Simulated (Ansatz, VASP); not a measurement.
## One calculation of WSe3, two programs

```
W Se
1.0
     4.92383    0.00000    0.00000
     0.00000    4.92383    0.00000
     0.00000    0.00000    4.92383
W Se
1 3
Direct
  0.00000 0.00000 0.00000
  0.00000 0.00000 0.50000
  0.00000 0.50000 0.00000
  0.50000 0.00000 0.00000
```

Alike in both runs: task single point; functional PBEsol; k mesh 10 × 10 × 10; occupations fermi-dirac, width 0.15 eV; no spin polarisation.

|  | VASP | Ansatz |
| --- | --- | --- |
| version | VASP 6.6.1 | Ansatz 0.2.0 |
| potentials or method | VASP PAW PBE potentials, release 64 (W_sv, Se) | scalar-relativistic, plane waves, PAW |
| plane-wave cutoff (eV) | 520 | 420 |
| valence electrons in the cell | 32 | 62 |

```csv
,VASP,Ansatz,Ansatz less VASP
gap on the k mesh at the Fermi level (eV),none,none,-
pressure (GPa),-1.4,-1.5,-0.16
```

A gap of «none» marks a metal or a gap that the smearing closes. The two sets of potentials don't hold the same shells in valence.

Caveats: the PAW data sets were made with another functional, which shifts forces and pressure a little (VASP). Spin-orbit coupling is left out, which matters for the levels of W.
